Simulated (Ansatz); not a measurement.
Compressing Cu2O: a fit and a missing row

Cu2O, Pn-3m, a = 4.222 Å. Ansatz: PBEsol, PAW, 420 eV, Γ-centred 8×8×8 mesh on 6 atoms, Gaussian smearing 0.02 eV; no spin polarisation. Symmetry fixes shape and atoms, so the cell is only scaled; pressure is positive in compression.

| V (Å³/atom) | P (GPa) |
| --- | --- |
| 11.041 | ? |
| 11.417 | 15.43 |
| 11.793 | 9.37 |
| 12.170 | 4.28 |
| 12.546 | 0.00 |
| 12.923 | -3.61 |
| 13.299 | -6.64 |
| 13.801 | -9.95 |

Problem. Take V0 = 12.546 Å³/atom, fit the third-order Birch–Murnaghan form to the other rows, and predict the missing pressure.

Solution. With the Eulerian strain f = ½[(V0/V)^(2/3) − 1] and y = P/[3f(1 + 2f)^(5/2)], the form is the line y = B0 + 1.5 B0 (B0′ − 4) f. Rows (f, y): 0.03244, 135.5; 0.02106, 133.8; 0.01025, 132.3; -0.00977, 129.4; -0.01906, 128.0; -0.03079, 126.3. Means f = 0.0006883, y = 130.88; Σ(Δf)² = 0.003005, ΣΔfΔy = 0.4363; the slope is their ratio. y = 130.8 + 145.2 f GPa, so B0 = 130.8 GPa and B0′ = 4 + 2 × (145.2)/(3 × 130.8) = 4.74. At V = 11.041, f = 0.04446, y = 137.26 and P = 22.65 GPa. The run gave 22.65 GPa, the same to the digits shown.